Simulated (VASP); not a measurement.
# Fe (Im-3m) in VASP: single point with PBEsol

Aim: the single point of Fe with PBEsol.

All numbers are computed with VASP 6.6.1; they aren't measurements. Logs are shortened: lines on timing, memory, paths and dates and some standing lists are left out, and cuts for length are marked.

### 1 The crystal as given

Symmetry: Im-3m, No. 229, cubic system. The conventional cell has a = 2.785 Å, b = 2.785 Å, c = 2.785 Å, α = 90.00°, β = 90.00°, γ = 90.00°. Fe (site symmetry m-3m) is surrounded by 8 Fe at 2.41 Å.

### 2 Single point, PBEsol, non-collinear spin, ferromagnetic start, spin-orbit coupling

INCAR reads:

```
SYSTEM = Fe
PREC     = Accurate       ! precision mode
ENCUT    = 520            ! plane-wave cutoff, eV
EDIFF    = 1E-6           ! SCF threshold, eV
ISMEAR   = 0              ! smearing method
SIGMA    = 0.1            ! smearing width, eV
LREAL    = .FALSE.        ! projectors in reciprocal space
LASPH    = .TRUE.         ! aspherical terms in the spheres
NELM     = 150            ! most SCF steps
ALGO     = Normal         ! electronic algorithm
ISIF     = 2              ! what is computed and relaxed
LWAVE    = .FALSE.        ! write WAVECAR
LCHARG   = .FALSE.        ! write CHGCAR
MAGMOM   = 0 0 3          ! initial moments
LORBIT   = 11             ! projections on sites
LSORBIT  = .TRUE.         ! spin-orbit coupling
GGA_COMPAT= .FALSE.      
LORBMOM  = .TRUE.       
LMAXMIX  = 4              ! l up to which the mixer works
GGA      = PS             ! functional
```

KPOINTS reads:

```
Automatic mesh
0
G
  20 20 20
  0 0 0
```

POSCAR reads:

```
Fe
1.0
   -1.3925200000      1.3925200000      1.3925200000
    1.3925200000     -1.3925200000      1.3925200000
    1.3925200000      1.3925200000     -1.3925200000
Fe
1
Direct
    0.0000000000      0.0000000000      0.0000000000
```

Potentials or basis: VASP PAW PBE potentials, release 64 (Fe).

Command:

```
$ cat potpaw_PBE.64/Fe/POTCAR > POTCAR
$ mpirun -np 1 vasp_ncl > vasp.out
```

OUTCAR:

```text
SYSTEM = Fe
   PREC = Accurate
   ENCUT = 520
   EDIFF = 1E-6
   ISMEAR = 0
   LREAL = .FALSE.
   LASPH = .TRUE.
   NELM = 150
   ISIF = 2
   LORBIT = 11
   LSORBIT = .TRUE.
   GGA = PS

 ion  position               nearest neighbor table
   1  0.000  0.000  0.000-

  LATTYP: Found a body centered cubic cell.
 ALAT       =     2.7850400000

  Lattice vectors:

 A1 = (  -1.3925200000,   1.3925200000,   1.3925200000)
 A2 = (   1.3925200000,  -1.3925200000,   1.3925200000)
 A3 = (   1.3925200000,   1.3925200000,  -1.3925200000)

Analysis of symmetry for initial positions (statically):
=====================================================================
 Subroutine PRICEL returns:
 Original cell was already a primitive cell.

 Routine SETGRP: Setting up the symmetry group for a
 body centered cubic supercell.

 Subroutine GETGRP returns: Found 48 space group operations
 (whereof 48 operations were pure point group operations)
 out of a pool of 48 trial point group operations.

The static configuration has the point symmetry O_h .

Analysis of symmetry for dynamics (positions and initial velocities):
=====================================================================
 Subroutine PRICEL returns:
 Original cell was already a primitive cell.

 Routine SETGRP: Setting up the symmetry group for a
 body centered cubic supercell.

 Subroutine GETGRP returns: Found 48 space group operations
 (whereof 48 operations were pure point group operations)
 out of a pool of 48 trial point group operations.

The dynamic configuration has the point symmetry O_h .

Analysis of structural, dynamic, and magnetic symmetry:
=====================================================================
 Subroutine PRICEL returns:
 Original cell was already a primitive cell.

 Routine SETGRP: Setting up the symmetry group for a
 body centered cubic supercell.

 Subroutine GETGRP returns: Found  8 space group operations
 (whereof  8 operations were pure point group operations)
 out of a pool of 48 trial point group operations.

The overall configuration has the point symmetry C_4h.

 Subroutine INISYM returns: Found  8 space group operations
 (whereof  8 operations are pure point group operations),
 and found     1 'primitive' translations

----------------------------------------------------------------------------------------

                                     Primitive cell

  volume of cell :      10.8010

  direct lattice vectors                    reciprocal lattice vectors
    -1.392520000  1.392520000  1.392520000     0.000000000  0.359061270  0.359061270
     1.392520000 -1.392520000  1.392520000     0.359061270  0.000000000  0.359061270
     1.392520000  1.392520000 -1.392520000     0.359061270  0.359061270  0.000000000

  length of vectors
     2.411915391  2.411915391  2.411915391     0.507789318  0.507789318  0.507789318

  position of ions in fractional coordinates (direct lattice)
     0.000000000  0.000000000  0.000000000

  ion indices of the primitive-cell ions
   primitive index   ion index
                 1           1

----------------------------------------------------------------------------------------

 KPOINTS: Automatic mesh

Automatic generation of k-mesh.
 Grid dimensions read from file:
 generate k-points for:   20   20   20

 Generating k-lattice:

  Cartesian coordinates                     Fractional coordinates (reciprocal lattice)
     0.000000000  0.017953064  0.017953064     0.050000000  0.000000000  0.000000000
     0.017953064  0.000000000  0.017953064     0.000000000  0.050000000  0.000000000
     0.017953064  0.017953064  0.000000000     0.000000000  0.000000000  0.050000000

  Length of vectors
     0.025389466  0.025389466  0.025389466

  Shift w.r.t. Gamma in fractional coordinates (k-lattice)
     0.000000000  0.000000000  0.000000000

 Subroutine IBZKPT returns following result:
 ===========================================

 Found   1062 irreducible k-points:

 Following reciprocal coordinates:
            Coordinates               Weight
  0.000000  0.000000  0.000000      1.000000
  0.050000  0.000000  0.000000      8.000000
  0.000000  0.000000  0.050000      4.000000
  0.100000  0.000000  0.000000      8.000000
  0.000000  0.000000  0.100000      4.000000
  0.150000  0.000000  0.000000      8.000000
[... 16 lines left out ...]
 -0.000000  0.050000  0.050000      8.000000
  0.050000 -0.000000  0.050000      8.000000
 [... further k-points ...]
   k-points           NKPTS =   1062   k-points in BZ     NKDIM =   1062   number of bands    NBANDS=     20
   number of dos      NEDOS =    301   number of ions     NIONS =      1
   total plane-waves  NPLWV =   5832
   dimension x,y,z NGX =    18 NGY =   18 NGZ =   18
   dimension x,y,z NGXF=    36 NGYF=   36 NGZF=   36
   ions per type =               1
   NGX,Y,Z   is equivalent  to a cutoff of  12.41, 12.41, 12.41 a.u.
   NGXF,Y,Z  is equivalent  to a cutoff of  24.81, 24.81, 24.81 a.u.
 SYSTEM =  Fe
   PREC   = accura    normal or accurate (medium, high low for compatibility)
   ISTART =      0    job   : 0-new  1-cont  2-samecut
   ICHARG =      2    charge: 1-file 2-atom 10-const
   ISPIN  =      1    spin polarized calculation?
   LNONCOLLINEAR =      T non collinear calculations
   LSORBIT =      T    spin-orbit coupling
   LASPH  =      T    aspherical Exc in radial PAW
   ENCUT  =  520.0 eV  38.22 Ry    6.18 a.u.   4.48  4.48  4.48*2*pi/ulx,y,z
   NELM   =    150;   NELMIN=  2; NELMDL= -5     # of ELM steps
   EDIFF  = 0.1E-05   stopping-criterion for ELM
   LREAL  =      F    real-space projection
   EDIFFG = 0.1E-04   stopping-criterion for IOM
   NSW    =      0    number of steps for IOM
   IBRION =     -1    ionic relax: 0-MD 1-quasi-New 2-CG
   NFREE  =      0    steps in history (QN), initial steepest desc. (CG)
   ISIF   =      2    stress and relaxation
   ISYM   =      2    0-nonsym 1-usesym 2-fastsym
   POTIM  = 0.5000    time-step for ionic-motion
   TEBEG  =    0.0;   TEEND  =   0.0 temperature during run
   PSTRESS=    0.0 pullay stress
   NELECT =       8.0000    total number of electrons
   NUPDOWN=      -1.0000    fix difference up-down
   EMIN   =  10.00;   EMAX   =-10.00  energy-range for DOS
   EFERMI =   0.00;   METHOD = LEGACY
   ISMEAR =     0;   SIGMA  =   0.10  broadening in eV -4-tet -1-fermi 0-gaus
   EFERMI_NEDOS =   21; number of points for ismear=-14 and -15
   IALGO  =     38    algorithm
   IMIX   =      4    mixing-type and parameters
     AMIX     =   0.40;   BMIX     =  1.00
     AMIX_MAG =   1.60;   BMIX_MAG =  1.00
  volume/ion in A,a.u.               =      10.80        72.89
  Fermi-wavevector in a.u.,A,eV,Ry     =   1.481210  2.799082 29.850964  2.193984
  Thomas-Fermi vector in A             =   2.595149
   LORBIT       =     11    0 simple, 1 ext, 2 COOP (PROOUT), +10 PAW based schemes
   GGA     = PS    functional components
   LHFCALC =     F    Hartree Fock is set to
   AEXX    =    0.0000 exact exchange contribution
   IVDW    =     0    specifies the selected vdW correction
   LEPSILON=     F    determine dielectric tensor
   LRPA    =     F    only Hartree local field effects (RPA)
 Gauss-broadening in eV      SIGMA  =   0.10
  energy-cutoff  :      520.00
  volume of cell :       10.80
 maximum number of plane-waves:       642
 NGX is ok and might be reduce to    18
   NGX =  9   NGY =  9   NGZ =  9

 number of electron       8.0000003 magnetization       0.0000000      0.0000000      2.0889852

 number of electron       8.0000003 magnetization      -0.0000000      0.0000000      2.0889805

 number of electron       8.0000003 magnetization      -0.0000000     -0.0000000      2.0889830

 Free energy of the ion-electron system (eV)
  ---------------------------------------------------
  ext. energy  EPLUGINS =         0.00000000
  ---------------------------------------------------
  free energy    TOTEN  =        -8.92788609 eV

  energy without entropy =       -8.92367789  energy(sigma->0) =       -8.92578199

 E-fermi :   6.2155     XC(G=0): -13.5695

 val. band max:        6.2092943533   @ k =  -0.0500   0.0500   0.4500
 cond. band min:       6.2207541146   @ k =   0.3500   0.2500  -0.3000
 fundamental gap:      0.0114597613
 Fermi energy:         6.2155360996

 k-point     1 :       0.0000    0.0000    0.0000
  band No.  band energies     occupation
      1      -2.6188      1.00000
      2      -2.3601      1.00000
      3       3.7675      1.00000
      4       3.7933      1.00000
      5       3.8257      1.00000
      6       5.1476      1.00000
[... 12 lines left out ...]
     19      37.0545      0.00000
     20      37.0757      0.00000

 k-point     2 :       0.0500    0.0000    0.0000
  band No.  band energies     occupation
      1      -2.5106      1.00000
      2      -2.2514      1.00000
      3       3.7536      1.00000
      4       3.7971      1.00000
      5       3.8628      1.00000
      6       5.1226      1.00000
[... 12 lines left out ...]
     19      36.6299      0.00000
     20      36.9950      0.00000
[... 465 lines left out ...]
      3       3.7188      1.00000
      4       3.7587      1.00000
      5       3.9865      1.00000
      6       5.0605      1.00000
[... 12 lines left out ...]
     19      36.1259      0.00000
     20      36.2412      0.00000

 k-point    24 :       0.0500   -0.0000    0.0500
  band No.  band energies     occupation
      1      -2.2970      1.00000
      2      -2.0364      1.00000
      3       3.7187      1.00000
      4       3.7588      1.00000
      5       3.9865      1.00000
      6       5.0604      1.00000
[... 12 lines left out ...]
     19      36.1244      0.00000
     20      36.2419      0.00000

 [... further k-points ...]

------------------------ aborting loop because EDIFF is reached ----------------------------------------

  FORCE on cell =-STRESS in cart. coord.  units (eV):
  Direction    XX          YY          ZZ          XY          YZ          ZX
  --------------------------------------------------------------------------------------
  -------------------------------------------------------------------------------------
  Total        0.0069534      0.0069534      0.0138478     -0.0000001      0.0000000      0.0000000
  in kB        1.0314379      1.0314379      2.0541204     -0.0000105      0.0000000      0.0000000
  external PRESSURE =       1.3723321 kB  Pullay stress =       0.0000000 kB

 VOLUME and BASIS-vectors are now :
 -----------------------------------------------------------------------------
  energy-cutoff  :      520.00
  volume of cell :       10.80
      direct lattice vectors                 reciprocal lattice vectors
    -1.392520000  1.392520000  1.392520000     0.000000000  0.359061270  0.359061270
     1.392520000 -1.392520000  1.392520000     0.359061270  0.000000000  0.359061270
     1.392520000  1.392520000 -1.392520000     0.359061270  0.359061270  0.000000000

 POSITION                                       TOTAL-FORCE (eV/Angst)
 -----------------------------------------------------------------------------------
      0.00000      0.00000      0.00000         0.000000      0.000000      0.000000
 -----------------------------------------------------------------------------------
    total drift:                                0.000000      0.000000      0.000000

  FREE ENERGIE OF THE ION-ELECTRON SYSTEM (eV)
  ---------------------------------------------------
  free  energy   TOTEN  =        -8.9278860867 eV

  energy  without entropy=       -8.9236778860  energy(sigma->0) =       -8.92578199

 orbital moment (x)

 # of ion     p       d       tot
 ----------------------------------------
  1        -0.000   0.000   0.000
 ----------------------------------------
           -0.000   0.000   0.000

 orbital moment (y)

 # of ion     p       d       tot
 ----------------------------------------
  1         0.000   0.000   0.000
 ----------------------------------------
            0.000   0.000   0.000

 orbital moment (z)

 # of ion     p       d       tot
 ----------------------------------------
  1         0.000   0.044   0.044
 ----------------------------------------
            0.000   0.044   0.044

 Spin-Orbit-Coupling matrix elements

 Ion:    1  E_soc:     -0.0120999
 l=   1
     0.0000000    -0.0003392    -0.0003292
    -0.0003392     0.0000000    -0.0003392
    -0.0003292    -0.0003392     0.0000000
 l=   2
     0.0000000    -0.0003405     0.0000000    -0.0003405    -0.0011723
    -0.0003405     0.0000000    -0.0010280    -0.0004420    -0.0003455
     0.0000000    -0.0010280     0.0000000    -0.0010280     0.0000000
    -0.0003405    -0.0004420    -0.0010280     0.0000000    -0.0003455
    -0.0011723    -0.0003455     0.0000000    -0.0003455     0.0000000
 l=   3
     0.0000000     0.0000000     0.0000000     0.0000000     0.0000000     0.0000000     0.0000000
     0.0000000     0.0000000     0.0000000     0.0000000     0.0000000     0.0000000     0.0000000
     0.0000000     0.0000000     0.0000000     0.0000000     0.0000000     0.0000000     0.0000000
     0.0000000     0.0000000     0.0000000     0.0000000     0.0000000     0.0000000     0.0000000
     0.0000000     0.0000000     0.0000000     0.0000000     0.0000000     0.0000000     0.0000000
     0.0000000     0.0000000     0.0000000     0.0000000     0.0000000     0.0000000     0.0000000
     0.0000000     0.0000000     0.0000000     0.0000000     0.0000000     0.0000000     0.0000000

 total charge

# of ion       s       p       d       tot
------------------------------------------
    1        0.512   0.593   6.277   7.382

 magnetization (x)

# of ion       s       p       d       tot
------------------------------------------
    1        0.000   0.000   0.000   0.000

 magnetization (y)

# of ion       s       p       d       tot
------------------------------------------
    1        0.000   0.000   0.000   0.000

 magnetization (z)

# of ion       s       p       d       tot
------------------------------------------
    1       -0.012  -0.050   2.132   2.070
```

It took 19 min on 1 thread of Intel Xeon Platinum 8259CL at 2.50GHz (Skylake/Cascade Lake), shared host; peak memory 0.44 GiB.

Results:

| Quantity | Value |
| --- | --- |
| Free energy | -8.9279 eV |
| Pressure | 0.1 GPa |
| Net moment | 2.09 μB per cell |
| Valence electrons inside the program's atomic spheres | Fe 7.38 |

Stress tensor (GPa, compression positive):
```
0.10 0.00 0.00
0.00 0.10 0.00
0.00 0.00 0.21
```

Moments on the atoms (μB; x, y, z):
```
Fe  0.00 0.00 2.07
```

Caveat: the PAW data sets were made with another functional, which shifts forces and pressure a little.
